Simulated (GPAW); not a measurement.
# PtS2 (P-3m1) in GPAW: a series of runs

One crystal, PtS2, is run at these levels: PBEsol, LDA, r2SCAN; tasks: band structure, equation of state.

All numbers are computed with GPAW 26.7.0; they aren't measurements. Logs are shortened: lines on timing, memory, paths and dates and some standing lists are left out, and cuts for length are marked. The log counts tension as positive stress, the text compression.

**1. Starting point**

It takes space group P-3m1 (No. 164, trigonal). Conventional cell: a = 3.543 Å, b = 3.543 Å, c = 5.039 Å, α = 90.00°, β = 90.00°, γ = 120.00°. Pt (site symmetry -3m) is surrounded by 6 S at 2.34 Å. Around S (site symmetry 3m) lie 3 Pt at 2.34 Å.

**2. Band structure, PBEsol**

run.py

```python
from ase import Atoms
from ase.dft.bandgap import bandgap
from ase.io import write
from ase.units import GPa
from gpaw import GPAW, PW, setup_paths

setup_paths.insert(0, '.')

atoms = Atoms(['Pt', 'S', 'S'],
              cell=[[3.5432, 0.0, 0.0],
                    [-1.7716, 3.0685012107, 0.0],
                    [0.0, 0.0, 5.0388]],
              scaled_positions=[[0.0, 0.0, 0.0],
                                [0.6666666667, 0.3333333333, 0.773],
                                [0.3333333333, 0.6666666667, 0.227]],
              pbc=True)

calc = GPAW(mode=PW(600),
            xc='PBEsol',
            kpts={'size': (7, 7, 4), 'gamma': True},
            occupations={'name': 'fermi-dirac', 'width': 0.05},
            nbands=26,
            convergence={'density': 1e-05, 'energy': 1e-05},
            maxiter=150,
            txt='gpaw.txt')
atoms.calc = calc
energy = atoms.get_potential_energy()
forces = atoms.get_forces()
stress = atoms.get_stress()
calc.write('gs.gpw')
write('result.traj', atoms)
print(f'Energy: {energy:.6f} eV')
print('Forces (eV/A):')
print(forces.round(4))
print('Stress (GPa):', (stress / GPa).round(3))
print('Fermi level:', round(calc.get_fermi_level(), 4), 'eV')
print(f'Gap: {bandgap(calc)[0]:.4f} eV, direct: {bandgap(calc, direct=True)[0]:.4f} eV')

path = atoms.cell.bandpath('GMKGALHA,LM,KH', npoints=60, eps=1e-4)
bs_calc = calc.fixed_density(kpts=path, symmetry='off', nbands=40,
                             convergence={'bands': 'CBM+6.0', 'eigenstates': 1e-6}, txt='bands.txt')
bs = bs_calc.band_structure()
bs.write('bs.json')
print(f'Gap on the path: {bandgap(bs_calc)[0]:.4f} eV')
```

Potentials or basis: PAW data sets generated in the run's folder for this functional, pw.

Started as:

```console
gpaw-setup -f PBEsol Pt S
OMP_NUM_THREADS=1 python run.py
```

gpaw.txt:

```text
__  _  _
 | _ |_)|_||  |
 |__||  | ||/\| - 26.7.0

Input parameters:
  mode=PW(ecut=600.0),
  convergence={'density': 1e-05, 'energy': 1e-05},
  kpts=MonkhorstPack(size=(7, 7, 4), gamma=True),
  maxiter=150,
  nbands=26,
  occupations=Occupations(name='fermi-dirac', width=0.05),
  xc=XC(name='PBEsol')

Diagonalizing LCAO Hamiltonian
Converting LCAO to pw mode

            S

         S

       Pt

Atoms  # Å, Bohr magnetons
|   | symbol |         x |        y |        z |    initial magnetic moments |
|---|--------|-----------|----------|----------|-----------------------------|
| 0 |     Pt |  0.000000 | 0.000000 | 0.000000 | ( 0.0000,  0.0000,  0.0000) |
| 1 |      S |  1.771600 | 1.022834 | 3.894992 | ( 0.0000,  0.0000,  0.0000) |
| 2 |      S | -0.000000 | 2.045667 | 1.143808 | ( 0.0000,  0.0000,  0.0000) |

Unit cell  # Å
| periodic |         x |        y |        z |  lengths |     angles |
|----------|-----------|----------|----------|----------|------------|
|      yes |  3.543200 | 0.000000 | 0.000000 | 3.543200 |  90.000000 |
|      yes | -1.771600 | 3.068501 | 0.000000 | 3.543200 |  90.000000 |
|      yes |  0.000000 | 0.000000 | 5.038800 | 5.038800 | 120.000000 |

Number of symmetries: 12
Symmetry operations  # r_c * U_cc + t_c -> r_c
|    | kind |            matrix            |
|----|------|------------------------------|
|  0 |  σ   |  1, 1, 0,  0,-1, 0,  0, 0, 1 |
|  1 |  S6  |  1, 1, 0, -1, 0, 0,  0, 0,-1 |
|  2 |  E   |  1, 0, 0,  0, 1, 0,  0, 0, 1 |
|  3 |  C2  |  1, 0, 0, -1,-1, 0,  0, 0,-1 |
|  4 |  C2  |  0, 1, 0,  1, 0, 0,  0, 0,-1 |
|  5 |  C3  |  0, 1, 0, -1,-1, 0,  0, 0, 1 |
|  6 |  S6  |  0,-1, 0,  1, 1, 0,  0, 0,-1 |
|  7 |  σ   |  0,-1, 0, -1, 0, 0,  0, 0, 1 |
|  8 |  σ   | -1, 0, 0,  1, 1, 0,  0, 0, 1 |
|  9 |  i   | -1, 0, 0,  0,-1, 0,  0, 0,-1 |
| 10 |  C3  | -1,-1, 0,  1, 0, 0,  0, 0, 1 |
| 11 |  C2  | -1,-1, 0,  0, 1, 0,  0, 0,-1 |

BZ-sampling:
  Number of BZ points: 196
  Number of IBZ points: 28

  Monkhorst-Pack size: [7, 7, 4]
  Monkhorst-Pack shift: [0.0, 0.0, 0.125]

K-points  # in reciprocal-cell coordinates
|     |                                coordinates |     weight |
|-----|--------------------------------------------|------------|
|   0 | (  0.00000000,   0.00000000,   0.00000000) | 0.00510204 |
|   1 | (  0.00000000,   0.00000000,   0.25000000) | 0.01020408 |
|   2 | (  0.00000000,   0.00000000,   0.50000000) | 0.00510204 |
|   3 | (  0.14285714,   0.00000000,  -0.25000000) | 0.03061224 |
|   4 | (  0.14285714,   0.00000000,   0.00000000) | 0.03061224 |
|   5 | (  0.14285714,   0.00000000,   0.25000000) | 0.03061224 |
|   6 | (  0.14285714,   0.00000000,   0.50000000) | 0.03061224 |
|   7 | (  0.28571429,  -0.14285714,   0.00000000) | 0.03061224 |
|   8 | (  0.28571429,  -0.14285714,   0.25000000) | 0.06122449 |
|   9 | (  0.28571429,  -0.14285714,   0.50000000) | 0.03061224 |
| ... |                                            |            |
|  27 | (  0.42857143,   0.42857143,   0.50000000) | 0.03061224 |

Plane wave coefficients: 1863
Cutoff: 600.0 eV

Spin-components: 1 (collinear spins)
Bands:           26
Projectors:      16
Spin-degeneracy: 2
Datatype:        complex128

Parallelization:
  kpt:    1
  domain: 1
  band:   1

Density:
  Valence electrons: 28.0
  Components: 1
  Grid points: [21 21 30]
  Charge: 0.0  # |e|

Potential:
  Grid points: [21 21 30]

species:
  Pt:
    name:    Platinum
    Z:       78.0
    valence: 16
    core:    62
    charge:  0.0  # [|e|]
    compensation charges:
      type: gauss
      rc: 0.41  # [Å]
      lmax: 2
    cutoffs:
      filter: 2.26  # [Å]
      core: 2.26  # [Å]
    projectors
    | kind |    occ | energy [eV] | rcut [Å] |
    |------|--------|-------------|----------|
    |   6s |  1.000 |      -5.666 |    1.307 |
    |   5p |  6.000 |     -56.073 |    1.371 |
    |   6p |  0.000 |      -0.783 |    1.371 |
    |   5d |  9.000 |      -6.179 |    1.307 |
    |    s |        |      21.545 |    1.307 |
    |    d |        |      21.032 |    1.307 |

    Using partial waves for Pt as LCAO basis

  S:
    name:    Sulfur
    Z:       16.0
    valence: 6
    core:    10
    charge:  0.0  # [|e|]
    compensation charges:
      type: gauss
      rc: 0.24  # [Å]
      lmax: 2
    cutoffs:
      filter: 1.77  # [Å]
      core: 1.66  # [Å]
    projectors
    | kind |    occ | energy [eV] | rcut [Å] |
    |------|--------|-------------|----------|
    |   3s |  2.000 |     -17.192 |    0.974 |
    |   3p |  4.000 |      -6.978 |    0.979 |
    |    s |        |      10.020 |    0.974 |
    |    p |        |      20.234 |    0.979 |
    |    d |        |       0.000 |    0.900 |

    Using partial waves for S as LCAO basis

Reference energy: -521915.989661  # eV

eigensolver:
[... 26 lines left out ...]
convergence criteria:
- Maximum integral of absolute [dens]ity change: 1e-05 electrons / valence electron
- Maximum [total energy] change in last 3 cyles: 1e-05 eV / valence electron
- Maximum integral of absolute [eigenst]ate change: 4e-08 eV^2 / valence electron
maximum number of iterations: 150

SCF iterations
|iter     | |      energy | eigst |  dens |
|---------|-|-------------|-------|-------|
|iter:   1| |  -18.732396 | +0.37 |       |
|iter:   2| |  -18.197957 | -1.66 | -1.06 |
|iter:   3| |  -17.224418 | -1.56 | -1.13 |
|iter:   4| |  -17.190919 | -3.23 | -1.61 |
|iter:   5| |  -17.171779 | -3.37 | -1.84 |
|iter:   6| |  -17.171631 | -4.75 | -2.78 |
|iter:   7| |  -17.171683c| -5.13 | -3.24 |
|iter:   8| |  -17.171688c| -6.57 | -4.03 |
|iter:   9| |  -17.171689c| -7.54c| -4.50 |
|iter:  10| |  -17.171689c| -8.10c| -4.87 |
|iter:  11| |  -17.171689c| -8.89c| -5.67c|

Converged in 11 steps
Energy contributions relative to reference atoms: (reference = -521915.989661)

Energy contributions:
  Kinetic:           7.660635
  Coulomb:          -8.931390
  Zero:             -0.355605
  External:          0.000000
  Xc:              -15.545305
  Entropy:          -0.000049
  Spinorbit:         0.000000
  ----------------------------
  Free energy:     -17.171714
  Extrapolated:    -17.171689

dipole moment: (-6.157471, -10.665053, -17.513133)  # |e|*Ang

Fermi level: 7.646
Eigenvalues  # (at kpt = [0.000, 0.000, 0.000])
| band index |      eig [eV] | occ [0-2] |
|------------|---------------|-----------|
|          0 |       -46.622 |     2.000 |
|        ... |               |           |
|          6 |         0.244 |     2.000 |
|          7 |         0.356 |     2.000 |
|          8 |         3.275 |     2.000 |
|          9 |         3.276 |     2.000 |
|         10 |         5.492 |     2.000 |
|         11 |         6.181 |     2.000 |
[... 8 lines left out ...]
|         20 |        19.152 |     0.000 |
|         21 |        19.795 |     0.000 |
|        ... |               |           |
|         25 |        20.949 |     0.000 |

Gap: 0.736 eV
Transition (v -> c):
  (s=0, k=4, n=13, [0.14, 0.00, 0.00]) -> (s=0, k=10, n=14, [0.29, 0.00, -0.25])
Direct/indirect transitions are different
Direct gap: 0.906 eV
Transition at: (s=0, k=10, n=13, [0.29, 0.00, -0.25])

Forces  # eV/Ang
|        x |        y |        z |
|----------|----------|----------|
|  0.00000 |  0.00000 |  0.00000 |  # Pt   0
| -0.00000 |  0.00000 | -0.96841 |  # S    1
|  0.00000 | -0.00000 |  0.96841 |  # S    2

Stress tensor  # eV/Ang^3
|         x |         y |         z |
|-----------|-----------|-----------|
| -0.041285 |  0.000000 |  0.000000 |
|  0.000000 | -0.041285 |  0.000000 |
|  0.000000 |  0.000000 | -0.037124 |

# Writing to gs.gpw (mode='')
```

Wall time 60 s (1 thread of Arm Neoverse V2, shared host); peak memory 0.29 GiB.

What came out:

* Free energy: -17.1717 eV
* Pressure: 6.4 GPa
* Largest force: 0.968 eV/Å
* Band gap on the k mesh: 0.74 eV, indirect (least direct gap 0.91 eV)
* Band gap along the path: 0.93 eV, indirect (least direct gap 1.48 eV)

Forces on the atoms (eV/Å):
```
Pt   0.000  0.000  0.000
S    0.000  0.000 -0.968
S    0.000  0.000  0.968
```

Levels at the corners of the path, in eV from the valence-band top:
```
point  band 12  band 13  band 14  band 15  band 16  band 17
    Γ    -1.11    -1.11    -0.11     2.43     2.43     4.65
    M    -3.26    -3.01    -2.35     1.72     2.82     5.44
    K    -2.69    -1.50    -1.50     0.97     0.97     5.62
    Γ    -1.11    -1.11    -0.11     2.43     2.43     4.65
    A    -1.30    -1.30    -0.89     2.91     2.91     5.33
    L    -3.10    -2.74    -1.35     2.06     2.31     5.31
    H    -3.58    -1.91    -1.91     2.20     2.20     7.25
    A    -1.30    -1.30    -0.89     2.91     2.91     5.33
    L    -3.10    -2.74    -1.35     2.06     2.31     5.31
    M    -3.26    -3.01    -2.35     1.72     2.82     5.44
    K    -2.69    -1.50    -1.50     0.97     0.97     5.62
    H    -3.58    -1.91    -1.91     2.20     2.20     7.25
```

Caveat: spin-orbit coupling is left out, which moves the levels of the heavy elements. Expect the measured gap to be larger: semilocal functionals such as PBEsol lack the derivative discontinuity.

(Continued in part 2 of 2.)
